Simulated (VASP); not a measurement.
# CdS (Fm-3m) in VASP: notebook

Aim: see how the results for CdS move with the level of theory and the settings. Levels: AM05, rev-vdW-DF2, PBEsol. Tasks: Born charges and dielectric tensor, Berry-phase polarisation, dielectric tensor.

Everything below comes from runs of VASP 6.6.1. Logs are shortened: lines on timing, memory, paths and dates and some standing lists are left out, and cuts for length are marked.

### 1 The structure

Symmetry: Fm-3m, No. 225, cubic system. The conventional cell has a = 5.506 Å, b = 5.506 Å, c = 5.506 Å, α = 90.00°, β = 90.00°, γ = 90.00°. Around Cd (site symmetry m-3m) lie 6 S at 2.75 Å. Around S (site symmetry m-3m) lie 6 Cd at 2.75 Å.

Measurements of this composition are mostly on another form, of space group No. 186.

### 2 Born charges and dielectric tensor, AM05

File INCAR:

```
PREC = Accurate
ENCUT = 520
EDIFF = 1E-8
ISMEAR = -1
SIGMA = 0.05
LREAL = False
LASPH = True
NELM = 60
ALGO = Fast
ISIF = 2
LWAVE = False
LCHARG = False
GGA = AM
LEPSILON = True
IBRION = 8
```

File KPOINTS:

```
regular mesh
0
Gamma
  8 8 8
```

File POSCAR:

```
CdS
1.0
    0.0000000000      2.7532440000      2.7532440000
    2.7532440000      0.0000000000      2.7532440000
    2.7532440000      2.7532440000      0.0000000000
Cd S
1 1
Cartesian
    0.0000000000      0.0000000000      0.0000000000
    2.7532440000      2.7532440000      2.7532440000
```

Potentials or basis: VASP PAW PBE potentials, release 64 (Cd, S).

On the command line:

```
> cat potpaw_PBE.64/Cd/POTCAR potpaw_PBE.64/S/POTCAR > POTCAR
> mpirun -np 1 vasp_std > vasp.out
```

OUTCAR:

```text
PREC = Accurate
   ENCUT = 520
   EDIFF = 1E-8
   ISMEAR = -1
   LREAL = False
   LASPH = True
   NELM = 60
   ISIF = 2
   GGA = AM
   LEPSILON = True
   IBRION = 8

 ion  position               nearest neighbor table
   1  0.000  0.000  0.000-   2 2.75   2 2.75   2 2.75   2 2.75   2 2.75   2 2.75
   2  0.500  0.500  0.500-   1 2.75   1 2.75   1 2.75   1 2.75   1 2.75   1 2.75

  LATTYP: Found a face centered cubic cell.
 ALAT       =     5.5064880000

  Lattice vectors:

 A1 = (   0.0000000000,   2.7532440000,   2.7532440000)
 A2 = (   2.7532440000,   0.0000000000,   2.7532440000)
 A3 = (   2.7532440000,   2.7532440000,   0.0000000000)

Analysis of symmetry for initial positions (statically):
=====================================================================
 Subroutine PRICEL returns:
 Original cell was already a primitive cell.

 Routine SETGRP: Setting up the symmetry group for a
 face centered cubic supercell.

 Subroutine GETGRP returns: Found 48 space group operations
 (whereof 48 operations were pure point group operations)
 out of a pool of 48 trial point group operations.

The static configuration has the point symmetry O_h .

Analysis of symmetry for dynamics (positions and initial velocities):
=====================================================================
 Subroutine PRICEL returns:
 Original cell was already a primitive cell.

 Routine SETGRP: Setting up the symmetry group for a
 face centered cubic supercell.

 Subroutine GETGRP returns: Found 48 space group operations
 (whereof 48 operations were pure point group operations)
 out of a pool of 48 trial point group operations.

The dynamic configuration has the point symmetry O_h .

 Subroutine INISYM returns: Found 48 space group operations
 (whereof 48 operations are pure point group operations),
 and found     1 'primitive' translations

----------------------------------------------------------------------------------------

                                     Primitive cell

  volume of cell :      41.7411

  direct lattice vectors                    reciprocal lattice vectors
     0.000000000  2.753244000  2.753244000    -0.181603955  0.181603955  0.181603955
     2.753244000  0.000000000  2.753244000     0.181603955 -0.181603955  0.181603955
     2.753244000  2.753244000  0.000000000     0.181603955  0.181603955 -0.181603955

  length of vectors
     3.893675005  3.893675005  3.893675005     0.314547277  0.314547277  0.314547277

  position of ions in fractional coordinates (direct lattice)
     0.000000000  0.000000000  0.000000000
     0.500000000  0.500000000  0.500000000

  ion indices of the primitive-cell ions
   primitive index   ion index
                 1           1
                 2           2

----------------------------------------------------------------------------------------

 KPOINTS: regular mesh

Automatic generation of k-mesh.
 Grid dimensions read from file:
 generate k-points for:    8    8    8

 Generating k-lattice:

  Cartesian coordinates                     Fractional coordinates (reciprocal lattice)
    -0.022700494  0.022700494  0.022700494     0.125000000  0.000000000  0.000000000
     0.022700494 -0.022700494  0.022700494     0.000000000  0.125000000  0.000000000
     0.022700494  0.022700494 -0.022700494     0.000000000  0.000000000  0.125000000

  Length of vectors
[... 532 lines left out ...]
  free energy    TOTEN  =        -1.06941603 eV

  energy without entropy =       -1.06941603

------------------------ aborting loop because EDIFF is reached ----------------------------------------

--------------------------------------- Ionic step        2  -------------------------------------------

------------------------ aborting loop because EDIFF is reached ----------------------------------------

--------------------------------------- Ionic step        3  -------------------------------------------

------------------------ aborting loop because EDIFF is reached ----------------------------------------

 PIEZOELECTRIC TENSOR FIELD DIRECTION 3  (e Angst)
 -----------------------------------------------------------------------------
     0.00026  0.00000  0.00000           ( -0.00000  0.00000  0.00000)
     0.00000  0.00026  0.00000           (  0.00000 -0.00000 -0.00000)
     0.00000 -0.00000 -0.00297           (  0.00000 -0.00000  0.00002)

 PIEZOELECTRIC TENSOR FIELD DIRECTION 3  (C/m^2)
 -----------------------------------------------------------------------------
     0.00010  0.00000  0.00000
     0.00000  0.00010  0.00000
     0.00000 -0.00000 -0.00114

--------------------------------------- Ionic step        4  -------------------------------------------

------------------------ aborting loop because EDIFF is reached ----------------------------------------

[... ionic steps 5 to 6 ...]

--------------------------------------- Ionic step        7  -------------------------------------------

 Free energy of the ion-electron system (eV)
  ---------------------------------------------------
  ---------------------------------------------------
  free energy    TOTEN  =        -0.10493664 eV

  energy without entropy =       -0.10493663

------------------------ aborting loop because EDIFF is reached ----------------------------------------

 INTERNAL STRAIN TENSOR  FOR ION    2  DIRECTION 1   (eV/Angst):
 -----------------------------------------------------------------------------
    -0.03219  0.00000  0.00000
     0.00000  0.02759  0.00000
     0.00000  0.00000  0.02759

 MACROSCOPIC STATIC DIELECTRIC TENSOR (including local field effects in DFT)
 ------------------------------------------------------
           9.765962     0.000000     0.000000
          -0.000000     9.765962     0.000000
          -0.000000    -0.000000     9.765962
 ------------------------------------------------------

 PIEZOELECTRIC TENSOR (including local field effects)  for field in x, y, z        (e  Angst)
          XX          YY          ZZ          XY          YZ          ZX
  --------------------------------------------------------------------------------
  x     0.00000     0.00000     0.00000     0.00000     0.00000     0.00000
  y     0.00000     0.00000     0.00000     0.00000     0.00000     0.00000
  z     0.00000     0.00000     0.00000     0.00000     0.00000     0.00000

 PIEZOELECTRIC TENSOR (including local field effects)  for field in x, y, z        (C/m^2)
          XX          YY          ZZ          XY          YZ          ZX
  --------------------------------------------------------------------------------
  x     0.00000     0.00000     0.00000     0.00000     0.00000     0.00000
  y     0.00000     0.00000     0.00000     0.00000     0.00000     0.00000
  z     0.00000     0.00000     0.00000     0.00000     0.00000     0.00000

 BORN EFFECTIVE CHARGES (including local field effects) (in |e|, cummulative output)
 ---------------------------------------------------------------------------------
 ion    1
    1     3.01995     0.00000     0.00000
    2     0.00000     3.01995    -0.00000
    3     0.00000    -0.00000     3.01995
 ion    2
    1    -3.01995     0.00000    -0.00000
    2     0.00000    -3.01995     0.00000
    3    -0.00000     0.00000    -3.01995

 INTERNAL STRAIN TENSOR FOR ION    2 for displacements in x,y,z  (eV/Angst):
          X           Y           Z          XY          YZ          ZX
  --------------------------------------------------------------------------------
  x     0.00000     0.00000     0.00000     0.00000     0.00000     0.00000
  y     0.00000     0.00000     0.00000     0.00000     0.00000     0.00000
  z     0.00000     0.00000     0.00000     0.00000     0.00000     0.00000

 SECOND DERIVATIVES (NOT SYMMETRIZED)
 ------------------------------------
               1X          1Y          1Z          2X          2Y          2Z
  1X    -0.970331    0.000000    0.000000    0.970331    0.000000    0.000000
  1Y     0.000000   -0.970331    0.000000    0.000000    0.970331    0.000000
  1Z     0.000000    0.000000   -0.970331    0.000000    0.000000    0.970331
  2X     0.946203    0.000000    0.000000   -0.946203    0.000000    0.000000
  2Y     0.000000    0.946203    0.000000    0.000000   -0.946203    0.000000
  2Z     0.000000    0.000000    0.946203    0.000000    0.000000   -0.946203

 Eigenvectors and eigenvalues of the dynamical matrix
 ----------------------------------------------------

   1 f  =    3.053142 THz    19.183458 2PiTHz  101.841858 cm-1    12.626775 meV
             X         Y         Z           dx          dy          dz
      0.000000  0.000000  0.000000     0.000000    0.475751    0.000000
      2.753244  2.753244  2.753244     0.000000   -0.879580    0.000000
[... 21 lines left out ...]
   6 f/i=    0.016084 THz     0.101061 2PiTHz    0.536516 cm-1     0.066519 meV
             X         Y         Z           dx          dy          dz
      0.000000  0.000000  0.000000     0.000000    0.000000    0.879580
      2.753244  2.753244  2.753244     0.000000    0.000000    0.475751

--------------------------------------------------------------------------------------------------------

 MACROSCOPIC STATIC DIELECTRIC TENSOR IONIC CONTRIBUTION
 ------------------------------------------------------
          41.255483    -0.000000     0.000000
          -0.000000    41.255483    -0.000000
           0.000000    -0.000000    41.255483
 ------------------------------------------------------

 ELASTIC MODULI CONTR FROM IONIC RELAXATION (kBar)
 Direction    XX          YY          ZZ          XY          YZ          ZX
 --------------------------------------------------------------------------------
 XX           0.0000      0.0000      0.0000      0.0000      0.0000      0.0000
 YY           0.0000      0.0000      0.0000      0.0000      0.0000      0.0000
 ZZ           0.0000      0.0000      0.0000      0.0000      0.0000      0.0000
 XY           0.0000      0.0000      0.0000      0.0000      0.0000      0.0000
 YZ           0.0000      0.0000      0.0000      0.0000      0.0000      0.0000
 ZX           0.0000      0.0000      0.0000      0.0000      0.0000      0.0000
 --------------------------------------------------------------------------------

 PIEZOELECTRIC TENSOR IONIC CONTR  for field in x, y, z        (C/m^2)
          XX          YY          ZZ          XY          YZ          ZX
  --------------------------------------------------------------------------------
  x     0.00000     0.00000     0.00000     0.00000     0.00000     0.00000
  y     0.00000     0.00000     0.00000     0.00000     0.00000     0.00000
  z     0.00000     0.00000     0.00000     0.00000     0.00000     0.00000
```

Run time: 4.2 min. Hardware: 1 thread of Intel Xeon 6975P-C (Granite Rapids), shared host; peak memory 0.24 GiB.

Results:

* Band gap on the k mesh: 0.17 eV, indirect (least direct gap 1.48 eV)
* Electronic dielectric tensor (diagonal): 9.77
* Born charges (mean of the diagonal): Cd +3.02; S -3.02 e
* Highest phonon frequency at Γ, LO-TO splitting left out: 102 cm⁻¹

Phonon frequencies in cm⁻¹ (negative: imaginary):
```csv
q point,frequencies
"(0.000, 0.000, 0.000)",-1 -1 -1 102 102 102
```

Electronic dielectric tensor:
```
9.77 0.00 0.00
0.00 9.77 0.00
0.00 0.00 9.77
```

Born effective charge tensors (e):
atom 1, Cd
```
3.02 0.00 0.00
0.00 3.02 0.00
0.00 0.00 3.02
```
atom 2, S
```
-3.02  0.00  0.00
 0.00 -3.02  0.00
 0.00  0.00 -3.02
```

Caveat: the gap is small at this level, which inflates the dielectric constant. A k mesh can miss the band edges.

[end of part 1 of 3]
